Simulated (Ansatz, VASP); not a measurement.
## ZrB2 in VASP and in Ansatz

Contents of INCAR:

```
  ALGO = Fast
  EDIFF = 1E-7
  EDIFFG = -0.005
  ENCUT = 600
  GGA = PS
  IBRION = 2
  ISIF = 3
  ISMEAR = 0
  LASPH = T
  LCHARG = F
  LREAL = F
  LWAVE = F
  NELM = 100
  NSW = 70
  PREC = Accurate
  SIGMA = 0.1
```

File KPOINTS:

```
k-points
0
Gamma
  15 15 12
```

File POSCAR:

```
ZrB2
1.0
    3.1711659775      0.0000000000      0.0000000000
   -1.5855829887      2.7463102961      0.0000000000
    0.0000000000      0.0000000000      3.5422975713
Zr B
1 2
Direct
    0.0000000000      0.0000000000      0.0000000000
    0.3333333333      0.6666666667      0.5000000000
    0.6666666667      0.3333333333      0.5000000000
```

Input for Ansatz:

```yaml
crystal:
  lattice:
    - [3.1711659775, 0.0, 0.0]
    - [-1.5855829887, 2.7463102961, 0.0]
    - [0.0, 0.0, 3.5422975713]
  atoms:
    - { symbol: Zr, position: [0.0, 0.0, 0.0] }
    - { symbol: B, position: [0.3333333333, 0.6666666667, 0.5] }
    - { symbol: B, position: [0.6666666667, 0.3333333333, 0.5] }
basis:
  ecutwfc: 420
kpoints:
  mp_grid: { grid: [15, 15, 12] }
hamiltonian:
  xc: pbesol
scf:
  occupations: { method: gaussian, width: 0.1 }
output:
  forces: true
  stress: true
  eigenvalues: true
relax:
  adjacent_minimum: "off"
  f_tol: 0.005
  max_steps: 50
  cell: { stress_tol: 0.05 }
```

Alike in both runs: task relaxation of cell and atoms; functional PBEsol; k mesh 15 × 15 × 12; occupations gaussian, width 0.1 eV; no spin polarisation.

|  | VASP | Ansatz |
| --- | --- | --- |
| version | VASP 6.6.1 | Ansatz 0.2.0 |
| potentials or method | VASP PAW PBE potentials, release 64 (Zr_sv, B) | scalar-relativistic, plane waves, PAW |
| plane-wave cutoff (eV) | 600 | 420 |
| valence electrons in the cell | 18 | 18 |

```csv
,VASP,Ansatz,Ansatz less VASP
"gap on the k mesh at the Fermi level, each at its own relaxed structure (eV)",none,none,-
relaxed volume (Å³/atom),10.09,10.08,-0.012
relaxed cell length with the largest relative difference (Å),3.509,3.507,-0.0015
energy change over the relaxation (meV/atom),-3,-3,-0.4
```

A gap of «none» marks a metal or a gap that the smearing closes.

Caveats: the PAW data sets were made with another functional, which shifts forces and pressure a little (VASP).
